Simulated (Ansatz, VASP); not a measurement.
# B: VASP beside Ansatz

```xyz
2
Lattice="1.6292 0.0000 0.0000 0.0000 2.8578 0.0000 0.0000 0.0000 3.7984" Properties=species:S:1:pos:R:3 pbc="T T T"
B     0.0000    1.4289    2.3203
B     0.8146    0.0000    1.4782
```

Change from the starting cell: the structure that the rattled cell fell into.

Alike in both runs: task relaxation of cell and atoms; functional PBE; k mesh 34 × 20 × 14; occupations gaussian, width 0.1 eV; no spin polarisation.

|  | VASP | Ansatz |
| --- | --- | --- |
| version | VASP 6.6.1 | Ansatz 0.2.0 |
| potentials or method | VASP PAW PBE potentials, release 64 (B) | scalar-relativistic, plane waves, PAW |
| plane-wave cutoff (eV) | 600 | 420 |
| valence electrons in the cell | 6 | 6 |

Ansatz gave:

```
gap on the k mesh at the Fermi level, each at its own relaxed structure (eV) : none
relaxed volume (Å³/atom)                                                     : 9.11
relaxed cell length with the largest relative difference (Å)                 : 3.914
energy change over the relaxation (meV/atom)                                 : -1
```

**Question.** Which values does VASP return?

**Answer.** gap on the k mesh at the Fermi level, each at its own relaxed structure (eV): none; relaxed volume (Å³/atom): 9.09; relaxed cell length with the largest relative difference (Å): 3.904; energy change over the relaxation (meV/atom): -1.

A gap of «none» marks a metal or a gap that the smearing closes.

Caveats: this functional lacks dispersion, which binds the layers, so the pressure and a relaxed spacing across them are unreliable.
